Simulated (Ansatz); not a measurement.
The system is GaP.

```xyz
2
Lattice="0.0000 2.7252 2.7252 2.7252 0.0000 2.7252 2.7252 2.7252 0.0000" Properties=species:S:1:pos:R:3 pbc="T T T"
Ga    0.0000    0.0000    0.0000
P     4.0879    4.0879    4.0879
```

Program: Ansatz 0.2.0. Alike in all runs: task single point; cell as given.

Q: Order these runs on this cell by their pressure, lowest first.
A. level PBEsol+D3(BJ); potentials or basis all-electron LAPW, relativistic spinors; spin SOC, no magnetisation; k mesh 6 × 6 × 6; cutoff (eV) 278; smearing fermi-dirac 0.1 eV; basis error allowed 0.001 eV/atom
B. level PBE; potentials or basis all-electron LAPW, scalar-relativistic; spin off; k mesh 6 × 6 × 6; cutoff (eV) 254; smearing fermi-dirac 0.02 eV; basis error allowed 0.002 eV/atom
C. level RPBE; potentials or basis all-electron LAPW, scalar-relativistic; spin off; k mesh 8 × 8 × 8; cutoff (eV) 278; smearing gaussian 0.05 eV; basis error allowed 0.001 eV/atom

A: A (-2.8 GPa), B (2.5 GPa), C (4.6 GPa).
